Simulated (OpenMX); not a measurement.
# MoS2 in OpenMX: convergence with ElectronicTemperature

The system is MoS2.

```
Mo S
1.0
     1.58550    0.91539    6.11500
    -1.58550    0.91539    6.11500
     0.00000   -1.83078    6.11500
Mo S
1 2
Direct
  0.99962 0.00123 0.99965
  0.25237 0.24703 0.25061
  0.75091 0.74737 0.75531
```

The cell isn't the ideal one: atoms moved at random, drawn with an rms of 0.02 Å.

| Item | Value |
| --- | --- |
| Program | OpenMX 3.8.5 |
| Task | convergence study |
| Functional | PBE |
| Potentials or basis | OpenMX 2013 PBE set, Mo7.0-s3p2d1, S7.0-s2p2d1, grid cutoff 400 Ry |
| k mesh | 7 × 7 × 7 |
| Occupations | fermi-dirac, width 0.25852 eV |
| Spin | no spin polarisation |

These are the settings of the first run; the series varies ElectronicTemperature, with any setting tied to it.

Hardware: 1 thread of Intel(R) Xeon(R) 6975P-C (Granite Rapids) (shared host).

| ElectronicTemperature | energy less the tightest run, at zero smearing (meV/atom) | pressure (GPa) | largest force (eV/Å) | SCF cycles | CPU time (s) | peak memory (GiB) |
| --- | --- | --- | --- | --- | --- | --- |
| 3000 K | -0.01 | 12.87 | 1.612 | 19 | 86 | 0.41 |
| 2000 K | -3.22 | 12.45 | 1.603 | 19 | 78 | 0.41 |
| 1200 K | -2.23 | 12.35 | 1.593 | 19 | 84 | 0.41 |
| 800 K | -1.11 | 12.33 | 1.592 | 19 | 77 | 0.41 |
| 500 K | -0.35 | 12.32 | 1.598 | 19 | 91 | 0.41 |
| 300 K | -0.04 | 12.30 | 1.608 | 19 | 78 | 0.41 |
| 150 K | 0.01 | 12.27 | 1.621 | 20 | 83 | 0.41 |
| 75 K | 0.00 | 12.25 | 1.633 | 20 | 80 | 0.41 |

Against the tightest run, the energy stays within 1 meV/atom from 500 K on; the pressure stays within 0.1 GPa from 1200 K on. Not settled before the last step: the largest force (to 0.005 eV/Å). The tightest run that finished is the yardstick and may itself not be fully converged.

Caveat, for the tightest run too: the cell's inner coordinates are idealised or old, which leaves forces on the atoms; the basis of atomic orbitals isn't converged, which shifts pressures, moduli and gaps.
